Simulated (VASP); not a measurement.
# ZrC (Fm-3m) in VASP: notebook, part 2 of 2

VASP 6.6.1. Earlier steps stand in the parts before.

### 3 Relaxation of cell and atoms, PBE

This run uses another cell than the first one, of 13.09 Å³/atom, 0.990 times its volume.

The input, INCAR:

```
ALGO = Normal ; EDIFF = 1E-7
EDIFFG = -0.002 ; ENCUT = 520
GGA = PE ; IBRION = 2
ISIF = 3 ; ISMEAR = 0
LASPH = True ; LCHARG = False
LREAL = False ; LWAVE = False
NELM = 60 ; NSW = 80
PREC = Accurate ; SIGMA = 1.0
```

The input, KPOINTS:

```
k-points
0
Gamma
  16 16 16
```

The input, POSCAR:

```
ZrC                                     
1.0
   -0.0000000000      2.3570238237      2.3570238237
    2.3570238237      0.0000000000      2.3570238237
    2.3570238237      2.3570238237     -0.0000000000
  Zr              C             
     1     1
Direct
     0.5000000000000000    0.5000000000000000    0.5000000000000000
     0.0000000000000000    0.0000000000000000    0.0000000000000000
```

Potentials or basis: VASP PAW PBE potentials, release 64 (Zr_sv, C).

On the command line:

```bash
> cat potpaw_PBE.64/Zr_sv/POTCAR potpaw_PBE.64/C/POTCAR > POTCAR
> mpirun -np 1 vasp_std > vasp.out
```

OUTCAR:

```text
EDIFF = 1E-7
   EDIFFG = -0.002
   ENCUT = 520
   GGA = PE
   IBRION = 2
   ISIF = 3
   ISMEAR = 0
   LASPH = True
   LREAL = False
   NELM = 60
   NSW = 80
   PREC = Accurate

 ion  position               nearest neighbor table
   1  0.500  0.500  0.500-   2 2.36   2 2.36   2 2.36   2 2.36   2 2.36   2 2.36
   2  0.000  0.000  0.000-   1 2.36   1 2.36   1 2.36   1 2.36   1 2.36   1 2.36

  LATTYP: Found a face centered cubic cell.
 ALAT       =     4.7140476474

  Lattice vectors:

 A1 = (   0.0000000000,   2.3570238237,   2.3570238237)
 A2 = (   2.3570238237,   0.0000000000,   2.3570238237)
 A3 = (   2.3570238237,   2.3570238237,   0.0000000000)

Analysis of symmetry for initial positions (statically):
=====================================================================
 Subroutine PRICEL returns:
 Original cell was already a primitive cell.

 Routine SETGRP: Setting up the symmetry group for a
 face centered cubic supercell.

 Subroutine GETGRP returns: Found 48 space group operations
 (whereof 48 operations were pure point group operations)
 out of a pool of 48 trial point group operations.

The static configuration has the point symmetry O_h .

Analysis of symmetry for dynamics (positions and initial velocities):
=====================================================================
 Subroutine PRICEL returns:
 Original cell was already a primitive cell.

 Routine SETGRP: Setting up the symmetry group for a
 face centered cubic supercell.

 Subroutine GETGRP returns: Found 48 space group operations
 (whereof 48 operations were pure point group operations)
 out of a pool of 48 trial point group operations.

The dynamic configuration has the point symmetry O_h .

 Subroutine INISYM returns: Found 48 space group operations
 (whereof 48 operations are pure point group operations),
 and found     1 'primitive' translations

----------------------------------------------------------------------------------------

                                     Primitive cell

  volume of cell :      26.1892

  direct lattice vectors                    reciprocal lattice vectors
     0.000000000  2.357023824  2.357023824    -0.212131925  0.212131925  0.212131925
     2.357023824  0.000000000  2.357023824     0.212131925 -0.212131925  0.212131925
     2.357023824  2.357023824  0.000000000     0.212131925  0.212131925 -0.212131925

  length of vectors
     3.333335058  3.333335058  3.333335058     0.367423271  0.367423271  0.367423271

  position of ions in fractional coordinates (direct lattice)
     0.500000000  0.500000000  0.500000000
     0.000000000  0.000000000  0.000000000

  ion indices of the primitive-cell ions
   primitive index   ion index
                 1           1
                 2           2

----------------------------------------------------------------------------------------

 KPOINTS: k-points

Automatic generation of k-mesh.
 Grid dimensions read from file:
 generate k-points for:   16   16   16

 Generating k-lattice:

  Cartesian coordinates                     Fractional coordinates (reciprocal lattice)
    -0.013258245  0.013258245  0.013258245     0.062500000  0.000000000  0.000000000
     0.013258245 -0.013258245  0.013258245     0.000000000  0.062500000  0.000000000
     0.013258245  0.013258245 -0.013258245     0.000000000  0.000000000  0.062500000

[... 43 lines left out ...]
   ions per type =               1   1
   NGX,Y,Z   is equivalent  to a cutoff of  13.96, 13.96, 13.96 a.u.
   NGXF,Y,Z  is equivalent  to a cutoff of  27.93, 27.93, 27.93 a.u.
 SYSTEM =  unknown system
   PREC   = accura    normal or accurate (medium, high low for compatibility)
   ISTART =      0    job   : 0-new  1-cont  2-samecut
   ICHARG =      2    charge: 1-file 2-atom 10-const
   ISPIN  =      1    spin polarized calculation?
   LNONCOLLINEAR =      F non collinear calculations
   LSORBIT =      F    spin-orbit coupling
   LASPH  =      T    aspherical Exc in radial PAW
   ENCUT  =  520.0 eV  38.22 Ry    6.18 a.u.   6.20  6.20  6.20*2*pi/ulx,y,z
   NELM   =     60;   NELMIN=  2; NELMDL= -5     # of ELM steps
   EDIFF  = 0.1E-06   stopping-criterion for ELM
   LREAL  =      F    real-space projection
   EDIFFG = -.2E-02   stopping-criterion for IOM
   NSW    =     80    number of steps for IOM
   IBRION =      2    ionic relax: 0-MD 1-quasi-New 2-CG
   NFREE  =      1    steps in history (QN), initial steepest desc. (CG)
   ISIF   =      3    stress and relaxation
   ISYM   =      2    0-nonsym 1-usesym 2-fastsym
   POTIM  = 0.5000    time-step for ionic-motion
   TEBEG  =    0.0;   TEEND  =   0.0 temperature during run
   PSTRESS=    0.0 pullay stress
   NELECT =      16.0000    total number of electrons
   NUPDOWN=      -1.0000    fix difference up-down
   EMIN   =  10.00;   EMAX   =-10.00  energy-range for DOS
   EFERMI =   0.00;   METHOD = LEGACY
   ISMEAR =     0;   SIGMA  =   1.00  broadening in eV -4-tet -1-fermi 0-gaus
   EFERMI_NEDOS =   21; number of points for ismear=-14 and -15
   IALGO  =     38    algorithm
   IMIX   =      4    mixing-type and parameters
     AMIX     =   0.40;   BMIX     =  1.00
     AMIX_MAG =   1.60;   BMIX_MAG =  1.00
  volume/ion in A,a.u.               =      13.09        88.37
  Fermi-wavevector in a.u.,A,eV,Ry     =   1.389123  2.625063 26.254673  1.929664
  Thomas-Fermi vector in A             =   2.513184
   LORBIT       =      0    0 simple, 1 ext, 2 COOP (PROOUT), +10 PAW based schemes
   GGA     = PE    functional components
   LHFCALC =     F    Hartree Fock is set to
   AEXX    =    0.0000 exact exchange contribution
   IVDW    =     0    specifies the selected vdW correction
   LEPSILON=     F    determine dielectric tensor
   LRPA    =     F    only Hartree local field effects (RPA)
 conjugate gradient relaxation of ions
 non-spin polarized calculation
 Gauss-broadening in eV      SIGMA  =   1.00
  energy-cutoff  :      520.00
  volume of cell :       26.19
 maximum number of plane-waves:       725
 NGX is ok and might be reduce to    28
   NGX = 13   NGY = 13   NGZ = 13

 number of electron      16.0000000 magnetization

 Free energy of the ion-electron system (eV)
  ---------------------------------------------------
  ext. energy  EPLUGINS =         0.00000000
  ---------------------------------------------------
  free energy    TOTEN  =       -19.55622362 eV

  energy without entropy =      -19.33386711  energy(sigma->0) =      -19.44504536

 E-fermi :   9.5531     XC(G=0): -12.0919

 val. band max:        9.5479303395   @ k =   0.5000   0.5000   0.0000
 cond. band min:       9.6179155120   @ k =   0.5000   0.4375   0.0000
 fundamental gap:      0.0699851725
 Fermi energy:         9.5530971281

 k-point     1 :       0.0000    0.0000    0.0000
  band No.  band energies     occupation
      1     -38.6125      2.00000
      2     -16.3297      2.00000
      3     -16.3297      2.00000
      4     -16.3297      2.00000
      5      -1.7752      2.00000
      6      10.4273      0.21636
      7      10.4273      0.21636
      8      10.4273      0.21636
      9      10.6090      0.13538
     10      10.6090      0.13538
     11      10.6090      0.13538
     12      12.3058      0.00010
[... 331 lines left out ...]
 k-point    24 :      -0.0625    0.0625    0.0000
  band No.  band energies     occupation
      1     -38.6028      2.00000
      2     -16.4105      2.00000
      3     -16.3512      2.00000
      4     -16.3313      2.00000
      5      -1.5455      2.00000
      6       9.1160      1.46353
      7       9.3278      1.24999
      8       9.4774      1.08524
      9      10.7506      0.09036
     10      11.3627      0.01049
     11      11.4378      0.00769
     12      12.9193      0.00000

 [... further k-points ...]

------------------------ aborting loop because EDIFF is reached ----------------------------------------

  FORCE on cell =-STRESS in cart. coord.  units (eV):
  Direction    XX          YY          ZZ          XY          YZ          ZX
  --------------------------------------------------------------------------------------
  -------------------------------------------------------------------------------------
  Total        0.0006652      0.0006652      0.0006652     -0.0000000      0.0000000      0.0000000
  in kB        0.0406949      0.0406949      0.0406949     -0.0000000      0.0000000      0.0000000
  external PRESSURE =       0.0406949 kB  Pullay stress =       0.0000000 kB

 VOLUME and BASIS-vectors are now :
 -----------------------------------------------------------------------------
  energy-cutoff  :      520.00
  volume of cell :       26.19
      direct lattice vectors                 reciprocal lattice vectors
     0.000000000  2.357023824  2.357023824    -0.212131925  0.212131925  0.212131925
     2.357023824  0.000000000  2.357023824     0.212131925 -0.212131925  0.212131925
     2.357023824  2.357023824  0.000000000     0.212131925  0.212131925 -0.212131925

 POSITION                                       TOTAL-FORCE (eV/Angst)
 -----------------------------------------------------------------------------------
      2.35702      2.35702      2.35702        -0.000000      0.000000      0.000000
      0.00000      0.00000      0.00000         0.000000     -0.000000     -0.000000
 -----------------------------------------------------------------------------------
    total drift:                                0.000000      0.000000      0.000000

  FREE ENERGIE OF THE ION-ELECTRON SYSTEM (eV)
  ---------------------------------------------------
  free  energy   TOTEN  =       -19.5562236166 eV

  energy  without entropy=      -19.3338671093  energy(sigma->0) =      -19.44504536

 reached required accuracy - stopping structural energy minimisation
```

CONTCAR:

```text
ZrC
   1.00000000000000
     0.0000000000000000    2.3570238237000001    2.3570238237000001
     2.3570238237000001    0.0000000000000000    2.3570238237000001
     2.3570238237000001    2.3570238237000001    0.0000000000000000
  Zr              C
     1     1
Direct
     0.5000000000000000    0.5000000000000000    0.5000000000000000
     0.0000000000000000    0.0000000000000000    0.0000000000000000

  0.00000000E+00  0.00000000E+00  0.00000000E+00
  0.00000000E+00  0.00000000E+00  0.00000000E+00
```

Run time: 51 s. Hardware: 1 thread of Intel Xeon Platinum 8375C at 2.90GHz (Ice Lake), shared host; peak memory 0.19 GiB.

Results:

| Item | Value |
| --- | --- |
| Free energy | -19.5562 eV |
| Pressure after relaxing | 0.0 GPa |
| Band gap on the k mesh | none (metal or under the smearing width) |

Final structure:
```cif
data_structure
_symmetry_space_group_name_H-M 'P 1'
_symmetry_Int_Tables_number 1
_cell_length_a 3.3333
_cell_length_b 3.3333
_cell_length_c 3.3333
_cell_angle_alpha 60.000
_cell_angle_beta 60.000
_cell_angle_gamma 60.000
_cell_volume 26.19
loop_
_atom_site_label
_atom_site_type_symbol
_atom_site_fract_x
_atom_site_fract_y
_atom_site_fract_z
_atom_site_occupancy
Zr1 Zr 0.50000 0.50000 0.50000 1
C1 C 0.00000 0.00000 0.00000 1
```

Caveat: the relaxation stopped at its first step, so nothing moved.
